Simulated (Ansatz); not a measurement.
**Ionic part of the dielectric constant of BN at 7 GPa, mode by mode**

Level of theory: DFT LDA, scalar-relativistic, plane waves, PAW in Ansatz 0.2.0. Settings: 420 eV plane-wave cutoff, Γ-centred 12×12×12 mesh, fixed occupations. No spin polarisation. Phonons by linear response, acoustic sum rule imposed.

It takes space group R3m (No. 160, trigonal). Conventional cell: a = 2.476 Å, b = 2.476 Å, c = 8.612 Å, α = 90.00°, β = 90.00°, γ = 120.00°. Around B (site symmetry 3m) lie 3 N at 1.43 Å. N (site symmetry 3m) has 3 B at 1.43 Å as nearest neighbours.

The crystal is built of layers and no dispersion correction was added, so the binding between them is poorly described, and with it their spacing and whatever depends on it.

The primitive cell has V = 15.24 Å³ and ε∞,zz = 3.463. Each polar mode adds Δε = (4.92064×10⁷/V)·S/ν² along z, with S its oscillator strength in e²/amu, ν in cm⁻¹ and V in Å³.

**Question.** From these modes, find each Δε and ε0,zz.
| ν (cm⁻¹) | S_zz (e²/amu) |
| --- | --- |
| 715.1 | 0.1739 |

**Answer.**
```
ν (cm⁻¹)    Δε
   715.1  1.10
```

The sum is 1.098, so ε0,zz = 4.56; the run's tensor has 4.56.

**Question.** Where do the longitudinal modes lie for a wave vector along z?

**Answer.** At 821 cm⁻¹. The Lyddane–Sachs–Teller product Π(ν_LO/ν_TO)² = 1.32 matches ε0/ε∞ = 1.32.

This form isn't the usual stable structure of the compound at low pressure.

Cost: 1 run of about 0.34 core-minutes, on Intel Xeon 6975P-C (Granite Rapids) (shared hosts).